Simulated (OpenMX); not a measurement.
**In2O3 under changes of volume**

One of the cells (12.611 Å³/atom); the others are scaled copies at fixed shape and fractional positions:

```
In O
1.0
     2.74350    1.58396    4.83667
    -2.74350    1.58396    4.83667
     0.00000   -3.16792    4.83667
In O
4 6
Cartesian
  0.0000 0.0000 12.4396
  0.0000 0.0000 9.3254
  0.0000 0.0000 2.0704
  0.0000 0.0000 5.1846
  -1.9259 -0.1679 6.0458
  0.8176 1.7519 6.0458
  1.1084 -1.5840 6.0458
  1.9259 0.1679 8.4642
  -0.8176 -1.7519 8.4642
  -1.1084 1.5840 8.4642
```

| Item | Value |
| --- | --- |
| Program | OpenMX 3.8.5 |
| Functional | PBE |
| Potentials or basis | OpenMX 2013 PBE set, In7.0-s3p2d1, O6.0-s2p2, fixed grid of 60 × 60 × 60 points |
| k mesh | 7 × 7 × 7 |
| Occupations | fermi-dirac, width 0.05 eV |
| Spin | no spin polarisation |

| volume (Å³/atom) | energy over the lowest point (meV/atom) | gap on the mesh (eV) | largest force (eV/Å) |
| --- | --- | --- | --- |
| 11.854 | 133.34 | 1.49 | 0.405 |
| 12.106 | 92.82 | 1.33 | 0.377 |
| 12.359 | 60.69 | 1.17 | 0.309 |
| 12.611 | ? | ? | ? |
| 12.863 | 18.21 | 0.85 | 0.250 |
| 13.115 | 6.38 | 0.69 | 0.221 |
| 13.368 | 0.00 | 0.54 | 0.205 |

Q: What does the run at 12.611 Å³/atom give?

A: Energy over the lowest point 36.09 meV/atom; gap on the mesh 1.00 eV; largest force 0.267 eV/Å.

Worked out: A Birch-Murnaghan fit of order 3 (a polynomial in V^(-2/3)) to the other rows has its minimum at 13.58 Å³/atom, just outside them, with B0 = V·E''(V) = 153 GPa and B' = 4.7 at fixed shape and positions, which overstates the stiffness. It gives 36.07 meV/atom at 12.611 Å³/atom, against the run's 36.09. A straight line through the other rows of the gap, of slope -7.94 eV per unit of ln V, gives 1.00 eV, against the run's 1.00.

Energies are extrapolated to zero smearing.

Caveats: the basis has few d functions beyond the semicore shells, which can make volumes several per cent too large; spin-orbit coupling is left out, which moves the levels of the heavy elements; the basis of atomic orbitals isn't converged, which shifts pressures, moduli and gaps; an odd mesh through Γ misses points on the zone boundary, where band edges often lie (some runs).
